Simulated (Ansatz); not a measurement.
## ZnS at 15 GPa: from Born charge to LO–TO splitting and polaron coupling

Theory: Ansatz 0.2.0, DFT PBEsol, scalar-relativistic, plane waves, PAW. Plane waves to 420 eV; Γ-centred k mesh 10×10×10; fixed occupations. No spin polarisation. Phonons by linear response, acoustic sum rule imposed.

The cell, relaxed at 15 GPa:
```
CELL_PARAMETERS angstrom
0.00000 2.55670 2.55670
2.55670 0.00000 2.55670
2.55670 2.55670 0.00000
ATOMIC_POSITIONS crystal
Zn 0.00000 0.00000 0.00000
S 0.75000 0.75000 0.75000
```

At this pressure the crystal is close to a known change of phase.

Linear response gives ν_TO = 351.4 cm⁻¹, Born charges ±1.748 e (positive on Zn) and ε∞ = 6.148. The primitive cell holds 33.425 Å³, and the masses are 65.380 and 32.060 amu.

Q: Find ν_LO and the static dielectric constant.

A: The long-wave field adds a restoring force: ω_LO² − ω_TO² = Z*²e²/(ε_vac ε∞ μV). In these units ν_LO² − ν_TO² = 4.92064×10⁷ Z*²/(μ V ε∞) cm⁻², with μ = m₁m₂/(m₁ + m₂) = 21.512 amu: 34009 cm⁻². So ν_LO = √(351.4² + 34009) = 396.8 cm⁻¹, and the run gives 396.8. Lyddane–Sachs–Teller then gives ε0 = ε∞ (ν_LO/ν_TO)² = 7.84, against 7.84 in the run (it forms both from the same three quantities, so the match checks the arithmetic only). Between ν_TO and ν_LO the dielectric function is negative and an undamped crystal reflects fully: a reststrahlen band from 25.2 to 28.5 μm.

Q: What do the Clausius–Mossotti polarisability and the Szigeti charge come to?

A: With the Lorentz local field, α = (3V/4π)(ε∞ − 1)/(ε∞ + 2) = 5.04 Å³ for the pair, and e_S = 3Z*/(ε∞ + 2) = 0.64 e. The Born charge includes the electrons' response to the dipole's own local field, and e_S takes that enhancement out. The Lorentz field assumes point-like polarisable ions, a poor picture once ε∞ is this large, since the electron clouds then overlap or are shared, so both numbers are formal here.

Q: How strongly does a slow electron couple to the LO mode?

A: For one isotropic parabolic band, Fröhlich's constant is α_F = (1/ε∞ − 1/ε0) √(m* Ry/ħω_LO), with Ry = 13.606 eV, ħω_LO = 49.2 meV and m* in free-electron masses: α_F = 0.0351 × 16.63 × √m* = 0.58 √m*. The band mass isn't part of this run; for m* = 0.1, 0.3 and 1 it gives 0.18, 0.32, 0.58. In weak coupling the polaron lies α_F ħω_LO below the band edge (16 meV at m* = 0.3) with a mass m*(1 + α_F/6); past α_F of about 5 or 6 that expansion fails. A semilocal functional's ε∞ tends to be too large, which taken alone lowers α_F.

Cost: 1 run of about 1.4 core-minutes, on AMD EPYC 7R43 (Zen 3) (shared hosts).

The lattice adds only modestly to the dielectric response, raising it from 6.148 to 7.84, because the bonds are polar but substantially covalent. Zinc and sulfur share electrons in sp³-type bonds, and the polarisable valence electrons screen the long-range field set up by the LO displacement. The Born charge of 1.748 e measures the polarisation current driven by moving the sublattices, so it isn't a static ionic charge and doesn't give the degree of ionicity directly.

The same small gap between electronic and static screening keeps the Fröhlich coupling weak. The conduction-band minimum of zinc blende ZnS is s-like and light, so an electron there probably forms a large, mobile polaron. Holes need a separate treatment, since the valence-band top is degenerate and warped.

The real TO frequency shows that the crystal resists the relative displacement of its two sublattices, but this doesn't establish that zinc blende is the stable phase: the transition to rock salt is first-order and reconstructive, and needs no soft mode at the zone centre.
